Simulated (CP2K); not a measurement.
# HfO2 under changes of volume

One of the cells (11.152 Å³/atom); the others are scaled copies at fixed shape and fractional positions:

```
CELL_PARAMETERS angstrom
3.61685 0.00000 0.00000
1.80843 3.13229 0.00000
1.80843 1.04410 2.95315
ATOMIC_POSITIONS crystal
Hf 0.00000 0.00000 0.00000
O 0.75000 0.75000 0.75000
O 0.25000 0.25000 0.25000
```

Measurements of this composition are mostly on another form, of space group No. 14.

- Program: CP2K 2026.2
- Functional: LDA
- Potentials or basis: GTH_POTENTIALS Hf GTH-PADE-q12, O GTH-PADE-q6; DZVP-MOLOPT-PBE-GTH basis
- Density cutoff: 8163 eV
- k mesh: 9 × 9 × 9
- Occupations: fermi-dirac, width 0.1 eV
- Spin: no spin polarisation

| volume (Å³/atom) | energy over the lowest point (meV/atom) | pressure (GPa) | gap on the mesh (eV) |
| --- | --- | --- | --- |
| 10.483 | 0.00 | -18.6 | 3.97 |
| 10.706 | ? | ? | ? |
| 10.929 | 62.06 | -25.7 | 3.86 |
| 11.152 | 100.05 | -28.8 | 3.80 |
| 11.375 | 142.10 | -31.6 | 3.74 |
| 11.598 | 187.82 | -34.1 | 3.69 |
| 11.821 | 236.69 | -36.3 | 3.63 |

**Question.** What does the run at 10.706 Å³/atom give?

**Answer.** Energy over the lowest point 28.56 meV/atom; pressure -22.3 GPa; gap on the mesh 3.91 eV.

Worked out: A Birch-Murnaghan fit of order 3 (a polynomial in V^(-2/3)) to the other rows has no minimum within the range. It gives 28.52 meV/atom at 10.706 Å³/atom, against the run's 28.56, and -dE/dV = -22.4 GPa, against -22.3. A straight line through the other rows of the gap, of slope -2.83 eV per unit of ln V, gives 3.91 eV, against the run's 3.91.

Energies are extrapolated to zero smearing.

Caveats: spin-orbit coupling is left out, which moves the levels of the heavy elements; an odd mesh through Γ misses points on the zone boundary, where band edges often lie; the basis of atomic orbitals isn't converged, which shifts pressures, moduli and gaps.
